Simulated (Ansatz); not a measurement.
# Converging the field response of a CaS (001) film

Aim: a convergence study of the equivalent conductor thickness of a CaS (001) film, with the cost of each setting.

Method: plane-wave DFT, PBE, Ansatz PAW, in the first sound run; inputs show where later runs differ, in Ansatz 0.2.0.

Most raw output is cut from this account.

## Step 1: Starting point

The cell holds 10 atoms: 5 Ca and 5 S. Cell: a = 4.023 Å, b = 4.023 Å, c = 29.380 Å, α = 90.0°, β = 90.0°, γ = 90.0°. It derives from CaS (rocksalt CaS). Vacuum lies along c.

## Step 2: Single point, setting first choice

The first choice: the default cutoff of 420 eV, a 8×8×1 mesh, 18 Å of vacuum, 0.1 V/Å and a tight threshold. Each later run changes one input against this one; other functionals and files bring their own cutoffs.

The input, input.yaml:

```yaml
crystal:
  lattice:
    - [4.02343758, 0.0, 0.0]
    - [0.0, 4.02343758, 0.0]
    - [0.0, 0.0, 29.38]
  atoms:
    - { symbol: Ca, position: [0.5, 0.5, 0.3063308373] }
    - { symbol: S, position: [0.0, 0.0, 0.3063308373] }
    - { symbol: Ca, position: [0.0, 0.0, 0.4031654187] }
    - { symbol: S, position: [0.5, 0.5, 0.4031654187] }
    - { symbol: Ca, position: [0.5, 0.5, 0.5] }
    - { symbol: S, position: [0.0, 0.0, 0.5] }
    - { symbol: Ca, position: [0.0, 0.0, 0.5968345813] }
    - { symbol: S, position: [0.5, 0.5, 0.5968345813] }
    - { symbol: Ca, position: [0.5, 0.5, 0.6936691627] }
    - { symbol: S, position: [0.0, 0.0, 0.6936691627] }
kpoints:
  mp_grid: { grid: [8, 8, 1] }
hamiltonian:
  xc: pbe
scf:
  occupations: { method: fixed }
  convergence: { dr2_threshold: 1.0e-10 }
efield:
  axis: 3
  dipole_correction: true
  ramp_position: 0.97
  ramp_width: 0.06
  amplitude: 0.1
output:
  write_potential: true
  write_density: true
  volumetric_format: npy
```

Launch:

```
ansatz run input.yaml --threads 4 --pin off --max-ram 6144MiB --backend cpu --events-out ev --progress --plain --runs-dir out
```

Run time: 7.6 s. Hardware: 4 threads of Intel Xeon Platinum 8559C (Emerald Rapids), shared host; peak memory 1 GiB; 29 s of CPU time.

Numbers from this step:

```yaml
gap_on_the_k_mesh: 2.425 eV
dipole_along_the_normal: 0.1079 e·Å
equivalent_conductor_thickness_p_eps_0ae: 12.06 Å
```

Running mean over 2.845 Å of the planar mean, with the applied field; the ramp of the sawtooth is left out. Table of electron's electrostatic potential energy less the highest filled level by z:

```tsv
z (Å)	electron's electrostatic potential energy less the highest filled level (eV)
4	3.98
5	4.08
6	4.09
7	3.09
8	-1.49
9	-2.89
10	-2.82
11	-2.77
12	-2.77
13	-2.77
14	-2.76
15	-2.74
16	-2.71
17	-2.68
18	-2.64
19	-2.63
20	-2.67
21	-2.29
22	1.87
23	4.46
24	4.76
25	4.88
26	4.98
```

The dipole corresponds to a conductor 12.057 Å thick.

## Step 3: Single point, box 29.4 Å

input.yaml, as its differences from that of step 2:

```diff
@@ -29,2 +29,4 @@
   amplitude: 0.1
+basis:
+  ecutwfc: "250 eV"
 output:
```

The job ended after 3.7 s (4 threads; peak memory 0.66 GiB).

The dipole corresponds to a conductor 12.036 Å thick, -0.17 % from the first choice, at 0.48 times its CPU time.

## Step 4: Run, box 29.4 Å

input.yaml, as its differences from that of step 3:

```diff
@@ -30,3 +30,3 @@
 basis:
-  ecutwfc: "250 eV"
+  ecutwfc: "330 eV"
 output:
```

The job ended after 5.3 s (4 threads; peak memory 0.8 GiB; 20 s of CPU time).

The dipole corresponds to a conductor 12.056 Å thick, -0.01 % from the first choice, at 0.69 times its CPU time.

## Step 5: Single point, box 29.4 Å (run 2)

input.yaml, as its differences from that of step 4:

```diff
@@ -30,3 +30,3 @@
 basis:
-  ecutwfc: "330 eV"
+  ecutwfc: "600 eV"
 output:
```

Wall time 13 s (4 threads); peak memory 1.6 GiB.

The dipole corresponds to a conductor 12.057 Å thick, +0.00 % from the first choice, at 1.8 times its CPU time.

## Step 6: Run, box 29.4 Å (run 2)

input.yaml, as its differences from that of step 5:

```diff
@@ -17,3 +17,3 @@
 kpoints:
-  mp_grid: { grid: [8, 8, 1] }
+  mp_grid: { grid: [1, 1, 1] }
 hamiltonian:
@@ -29,4 +29,2 @@
   amplitude: 0.1
-basis:
-  ecutwfc: "600 eV"
 output:
```

Run time: 0.8 s. Hardware: 4 threads; peak memory 0.46 GiB; 2.4 s of CPU time.

The dipole corresponds to a conductor 13.729 Å thick, +13.86 % from the first choice, at 0.081 times its CPU time.

## Step 7: Run, box 29.4 Å (run 3)

input.yaml, as its differences from that of step 6:

```diff
@@ -17,3 +17,3 @@
 kpoints:
-  mp_grid: { grid: [1, 1, 1] }
+  mp_grid: { grid: [2, 2, 1] }
 hamiltonian:
```

Wall time 1.2 s (4 threads); peak memory 0.71 GiB.

The dipole corresponds to a conductor 12.260 Å thick, +1.69 % from the first choice, at 0.14 times its CPU time.

## Step 8: Single point, box 29.4 Å (run 3)

input.yaml, as its differences from that of step 7:

```diff
@@ -17,3 +17,3 @@
 kpoints:
-  mp_grid: { grid: [2, 2, 1] }
+  mp_grid: { grid: [4, 4, 1] }
 hamiltonian:
```

The job ended after 2.9 s (4 threads; peak memory 0.77 GiB; 10 s of CPU time).

The dipole corresponds to a conductor 12.060 Å thick, +0.03 % from the first choice, at 0.36 times its CPU time.

## Step 9: Run, box 29.4 Å (run 4)

input.yaml, as its differences from that of step 8:

```diff
@@ -17,3 +17,3 @@
 kpoints:
-  mp_grid: { grid: [4, 4, 1] }
+  mp_grid: { grid: [16, 16, 1] }
 hamiltonian:
```

Run time: 22 s. Hardware: 4 threads; peak memory 1.5 GiB.

The dipole corresponds to a conductor 12.057 Å thick, +0.00 % from the first choice, at 3.0 times its CPU time.

## Step 10: Single point, box 21.4 Å

The cell differs from the one that the last finished run ended in (c 29.380 → 21.380 Å).

input.yaml, the sections that differ from step 9:

```yaml
crystal:
  lattice:
    - [4.02343758, 0.0, 0.0]
    - [0.0, 4.02343758, 0.0]
    - [0.0, 0.0, 21.38]
  atoms:
    - { symbol: Ca, position: [0.5, 0.5, 0.2338634238] }
    - { symbol: S, position: [0.0, 0.0, 0.2338634238] }
    - { symbol: Ca, position: [0.0, 0.0, 0.3669317119] }
    - { symbol: S, position: [0.5, 0.5, 0.3669317119] }
    - { symbol: Ca, position: [0.5, 0.5, 0.5] }
    - { symbol: S, position: [0.0, 0.0, 0.5] }
    - { symbol: Ca, position: [0.0, 0.0, 0.6330682881] }
    - { symbol: S, position: [0.5, 0.5, 0.6330682881] }
    - { symbol: Ca, position: [0.5, 0.5, 0.7661365762] }
    - { symbol: S, position: [0.0, 0.0, 0.7661365762] }
kpoints:
  mp_grid: { grid: [8, 8, 1] }
# hamiltonian, scf, efield, output: as in step 9
```

The job ended after 5 s (4 threads; peak memory 0.82 GiB).

The dipole corresponds to a conductor 12.030 Å thick, -0.23 % from the first choice, at 0.66 times its CPU time.

## Step 11: Single point, box 25.4 Å

The cell differs from the one that the last finished run ended in (c 21.380 → 25.380 Å).

input.yaml, the sections that differ from step 10:

```yaml
crystal:
  lattice:
    - [4.02343758, 0.0, 0.0]
    - [0.0, 4.02343758, 0.0]
    - [0.0, 0.0, 25.38]
  atoms:
    - { symbol: Ca, position: [0.5, 0.5, 0.2758077226] }
    - { symbol: S, position: [0.0, 0.0, 0.2758077226] }
    - { symbol: Ca, position: [0.0, 0.0, 0.3879038613] }
    - { symbol: S, position: [0.5, 0.5, 0.3879038613] }
    - { symbol: Ca, position: [0.5, 0.5, 0.5] }
    - { symbol: S, position: [0.0, 0.0, 0.5] }
    - { symbol: Ca, position: [0.0, 0.0, 0.6120961387] }
    - { symbol: S, position: [0.5, 0.5, 0.6120961387] }
    - { symbol: Ca, position: [0.5, 0.5, 0.7241922774] }
    - { symbol: S, position: [0.0, 0.0, 0.7241922774] }
# kpoints, hamiltonian, scf, efield, output: as in step 10
```

The job ended after 6.6 s (4 threads; peak memory 0.93 GiB).

The dipole corresponds to a conductor 12.057 Å thick, +0.00 % from the first choice, at 0.86 times its CPU time.

## Step 12: Run, box 37.4 Å

The cell differs from the one that the last finished run ended in (c 25.380 → 37.380 Å).

input.yaml, the sections that differ from step 11:

```yaml
crystal:
  lattice:
    - [4.02343758, 0.0, 0.0]
    - [0.0, 4.02343758, 0.0]
    - [0.0, 0.0, 37.38]
  atoms:
    - { symbol: Ca, position: [0.5, 0.5, 0.3477795613] }
    - { symbol: S, position: [0.0, 0.0, 0.3477795613] }
    - { symbol: Ca, position: [0.0, 0.0, 0.4238897806] }
    - { symbol: S, position: [0.5, 0.5, 0.4238897806] }
    - { symbol: Ca, position: [0.5, 0.5, 0.5] }
    - { symbol: S, position: [0.0, 0.0, 0.5] }
    - { symbol: Ca, position: [0.0, 0.0, 0.5761102194] }
    - { symbol: S, position: [0.5, 0.5, 0.5761102194] }
    - { symbol: Ca, position: [0.5, 0.5, 0.6522204387] }
    - { symbol: S, position: [0.0, 0.0, 0.6522204387] }
# kpoints, hamiltonian, scf, efield, output: as in step 11
```

Elapsed: 9.8 s, on 4 threads; peak memory 1.2 GiB; 38 s of CPU time.

The dipole corresponds to a conductor 12.057 Å thick, +0.00 % from the first choice, at 1.3 times its CPU time.

## Step 13: Single point, box 29.4 Å (run 4)

input.yaml, the sections that differ from step 12:

```yaml
crystal:
  lattice:
    - [4.02343758, 0.0, 0.0]
    - [0.0, 4.02343758, 0.0]
    - [0.0, 0.0, 29.38]
  atoms:
    - { symbol: Ca, position: [0.5, 0.5, 0.3063308373] }
    - { symbol: S, position: [0.0, 0.0, 0.3063308373] }
    - { symbol: Ca, position: [0.0, 0.0, 0.4031654187] }
    - { symbol: S, position: [0.5, 0.5, 0.4031654187] }
    - { symbol: Ca, position: [0.5, 0.5, 0.5] }
    - { symbol: S, position: [0.0, 0.0, 0.5] }
    - { symbol: Ca, position: [0.0, 0.0, 0.5968345813] }
    - { symbol: S, position: [0.5, 0.5, 0.5968345813] }
    - { symbol: Ca, position: [0.5, 0.5, 0.6936691627] }
    - { symbol: S, position: [0.0, 0.0, 0.6936691627] }
efield:
  axis: 3
  dipole_correction: true
  ramp_position: 0.97
  ramp_width: 0.06
  amplitude: 0.005
# kpoints, hamiltonian, scf, output: as in step 12
```

Elapsed: 7.2 s, on 4 threads; peak memory 1 GiB.

The dipole corresponds to a conductor 12.061 Å thick, +0.03 % from the first choice, at 0.95 times its CPU time.

## Step 14: Run, box 29.4 Å (run 5)

input.yaml, as its differences from that of step 13:

```diff
@@ -28,3 +28,3 @@
   ramp_width: 0.06
-  amplitude: 0.005
+  amplitude: 0.03
 output:
```

Wall time 7.3 s (4 threads); peak memory 1 GiB; 28 s of CPU time.

The dipole corresponds to a conductor 12.055 Å thick, -0.01 % from the first choice, at 0.96 times its CPU time.

## Step 15: Single point, box 29.4 Å (run 5)

input.yaml, as its differences from that of step 14:

```diff
@@ -28,3 +28,3 @@
   ramp_width: 0.06
-  amplitude: 0.03
+  amplitude: 0.3
 output:
```

Elapsed: 7.4 s, on 4 threads; peak memory 1 GiB.

The dipole corresponds to a conductor 12.068 Å thick, +0.09 % from the first choice, at 0.98 times its CPU time.

## Step 16: Run, box 29.4 Å (run 6)

input.yaml, as its differences from that of step 15:

```diff
@@ -22,3 +22,3 @@
   occupations: { method: fixed }
-  convergence: { dr2_threshold: 1.0e-10 }
+  convergence: { dr2_threshold: 0.0001 }
 efield:
@@ -28,3 +28,3 @@
   ramp_width: 0.06
-  amplitude: 0.3
+  amplitude: 0.1
 output:
```

Elapsed: 6.5 s, on 4 threads; peak memory 1 GiB.

The dipole corresponds to a conductor 12.004 Å thick, -0.44 % from the first choice, at 0.86 times its CPU time.

## Step 17: Run, box 29.4 Å (run 7)

input.yaml, as its differences from that of step 16:

```diff
@@ -22,3 +22,3 @@
   occupations: { method: fixed }
-  convergence: { dr2_threshold: 0.0001 }
+  convergence: { dr2_threshold: 1.0e-06 }
 efield:
```

Elapsed: 6.6 s, on 4 threads; peak memory 1 GiB.

The dipole corresponds to a conductor 12.048 Å thick, -0.08 % from the first choice, at 0.88 times its CPU time.

## Step 18: Single point, box 29.4 Å (run 6)

input.yaml, as its differences from that of step 17:

```diff
@@ -22,3 +22,3 @@
   occupations: { method: fixed }
-  convergence: { dr2_threshold: 1.0e-06 }
+  convergence: { dr2_threshold: 1.0e-08 }
 efield:
```

Elapsed: 6.9 s, on 4 threads; peak memory 1 GiB; 27 s of CPU time.

The dipole corresponds to a conductor 12.057 Å thick, -0.00 % from the first choice, at 0.91 times its CPU time.

## Step 19: Single point, box 29.4 Å (run 7)

This step: plane-wave DFT, LDA, Ansatz PAW (Ansatz 0.2.0).

input.yaml, as its differences from that of step 18:

```diff
@@ -19,6 +19,6 @@
 hamiltonian:
-  xc: pbe
+  xc: lda
 scf:
   occupations: { method: fixed }
-  convergence: { dr2_threshold: 1.0e-08 }
+  convergence: { dr2_threshold: 1.0e-10 }
 efield:
```

Wall time 7.3 s (4 threads); peak memory 1 GiB; 28 s of CPU time.

The dipole corresponds to a conductor 12.151 Å thick, +0.78 % from the first choice, at 0.96 times its CPU time.

## Step 20: Run, box 29.4 Å (run 8)

This step: plane-wave DFT, r2SCAN, Ansatz PAW (Ansatz 0.2.0).

input.yaml, as its differences from that of step 19:

```diff
@@ -19,3 +19,3 @@
 hamiltonian:
-  xc: lda
+  xc: r2scan
 scf:
```

Run time: 14 s. Hardware: 4 threads; peak memory 1.8 GiB.

The dipole corresponds to a conductor 11.794 Å thick, -2.18 % from the first choice, at 1.8 times its CPU time.

## Step 21: Single point, box 29.4 Å (run 8)

This step: plane-wave DFT, PBE, norm-conserving (Ansatz 0.2.0).

input.yaml, as its differences from that of step 20:

```diff
@@ -19,3 +19,4 @@
 hamiltonian:
-  xc: r2scan
+  xc: pbe
+  pseudopotentials: { kind: nc }
 scf:
```

Run time: 29 s. Hardware: 4 threads; peak memory 2.4 GiB; 1.9 min of CPU time.

The dipole corresponds to a conductor 12.057 Å thick, -0.00 % from the first choice, at 3.9 times its CPU time.

## Step 22: Single point, box 29.4 Å (run 9)

This step: plane-wave DFT, PBE, JTH PAW (Ansatz 0.2.0).

input.yaml, as its differences from that of step 21:

```diff
@@ -20,3 +20,3 @@
   xc: pbe
-  pseudopotentials: { kind: nc }
+  pseudopotentials: { kind: paw, source: jth }
 scf:
```

It took 22 s on 4 threads; peak memory 2.4 GiB.

The dipole corresponds to a conductor 12.056 Å thick, -0.01 % from the first choice, at 3.0 times its CPU time.

## Step 23: The series together

Times are for 4 threads of Intel Xeon Platinum 8559C (Emerald Rapids), shared host. The series side by side:

```tsv
no.	setting	equivalent conductor thickness p/(ε₀AE) (Å)	time	memory (GiB)
1	first choice	12.06	7.6 s	1.0
2	cutoff 250 eV	12.04	3.7 s	0.66
3	cutoff 330 eV	12.06	5.3 s	0.80
4	cutoff 600 eV	12.06	13 s	1.6
5	mesh 1x1	13.73	0.8 s	0.46
6	mesh 2x2	12.26	1.2 s	0.71
7	mesh 4x4	12.06	2.9 s	0.77
8	mesh 16x16	12.06	22 s	1.5
9	vacuum 10 Å	12.03	5 s	0.82
10	vacuum 14 Å	12.06	6.6 s	0.93
11	vacuum 26 Å	12.06	9.8 s	1.2
12	field 0.005 V/Å	12.06	7.2 s	1.0
13	field 0.03 V/Å	12.06	7.3 s	1.0
14	field 0.3 V/Å	12.07	7.4 s	1.0
15	SCF threshold 1e-04 eV	12.00	6.5 s	1.0
16	SCF threshold 1e-06 eV	12.05	6.6 s	1.0
17	SCF threshold 1e-08 eV	12.06	6.9 s	1.0
18	LDA, Ansatz PAW (420 eV)	12.15	7.3 s	1.0
19	r2SCAN, Ansatz PAW (500 eV)	11.79	14 s	1.8
20	PBE, norm-conserving (925 eV)	12.06	29 s	2.4
21	PBE, JTH PAW (870 eV)	12.06	22 s	2.4
```

## Step 24: Outcome

```json
{"equivalent conductor thickness, first choice": "12.06 Å", "equivalent conductor thickness, cutoff 600 eV": "12.06 Å", "equivalent conductor thickness, mesh 1x1": "13.73 Å", "equivalent conductor thickness, mesh 2x2": "12.26 Å", "equivalent conductor thickness, vacuum 26 Å": "12.06 Å", "equivalent conductor thickness, LDA, Ansatz PAW (420 eV)": "12.15 Å", "equivalent conductor thickness, r2SCAN, Ansatz PAW (500 eV)": "11.79 Å"}
```

The first choice gives 12.06 Å. Numerical settings off by more than 1 % against it: mesh 1x1 (+13.9 %) and mesh 2x2 (+1.7 %). The cheapest single change that stays within 0.5 % is mesh 4x4, at 36 % of the CPU time. Functionals and files move it by +0.8 % (LDA, Ansatz PAW (420 eV)), -2.2 % (r2SCAN, Ansatz PAW (500 eV)), under 0.1 % (PBE, norm-conserving (925 eV)) and under 0.1 % (PBE, JTH PAW (870 eV)). The film is symmetric and its atoms are held, so the dipole is the electronic response to the field alone. Times of a few seconds on a shared host rank the settings only roughly. In 1 run of the series (vacuum 10 Å) the program warns that electrons reach the sawtooth's ramp, which makes dipole and work function less sure.

[Logs are printed without paths, hosts, clocks, repeated set-up lines and the standing remarks that a program may print on its own settings, such as how far it seeks lower states.]

[Hosts, paths, dates, database ids (printed as entryN), source tags and the programs' standing remarks are cut or masked in the printed files.]

[Maps of the electrostatic potential energy from Ansatz leave out the sawtooth potential of an applied field or a dipole correction, so their vacuum need not be flat; planar profiles and work functions include it.]
